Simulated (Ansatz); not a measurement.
KF, one cell by several methods

```
CELL_PARAMETERS angstrom
4.54746 0.00000 0.00000
-2.27373 3.93822 0.00000
0.00000 0.00000 5.37522
ATOMIC_POSITIONS crystal
K 0.33333 0.66667 0.93800
K 0.66667 0.33333 0.43800
F 0.33333 0.66667 0.43800
F 0.66667 0.33333 0.93800
```

Atoms are numbered in the order listed.

The structure comes from a relaxation in the same program, started in the wurtzite type, and has space group P6_3/mmc. Whether it is a known phase or the ground state wasn't checked. The relaxation left the symmetry of that type.

All numbers are computed: DFT, PBE, PAW with Ansatz's default frozen-core files, scalar-relativistic (Ansatz 0.2.0); DFT, PBE, all-electron PAW with datasets made for the crystal, scalar-relativistic (Ansatz 0.2.0); DFT, PBE, all-electron LAPW, scalar-relativistic (Ansatz 0.2.0).

For PAW: a Γ-centred 11×11×6 k mesh, Fermi–Dirac smearing of 0.03 eV, cutoff 420 eV, no spin polarisation. The crystal-made all-electron datasets (AE datasets) take a cutoff of 240 eV at this cell. LAPW targets a basis error of 1 meV/atom. The Ansatz runs share mesh, smearing and spin set-up. Plane-wave (PAW) pressures include the program's estimate of the Pulay term.

Stress and pressure are positive in compression.

Levels count from the top of the valence band.

```csv
quantity,PAW,AE datasets,LAPW
pressure (GPa),0.01,0.01,0.01
band gap (eV),5.244,5.241,5.242
highest filled level at A (eV),-0.302,-0.301,-0.301
lowest empty level at A (eV),6.821,6.819,6.819
highest filled level at H (eV),-0.157,-0.157,-0.157
lowest empty level at H (eV),7.843,7.843,7.843
highest filled level at M (eV),-0.091,-0.091,-0.091
lowest empty level at M (eV),7.221,7.220,7.221
field gradient Vzz at K1 (10²¹ V/m²),-0.58,-0.57,–
field gradient Vzz at F3 (10²¹ V/m²),-0.11,-0.11,–
```

PAW's pressure differs from the LAPW value by about 0.01 GPa or less.
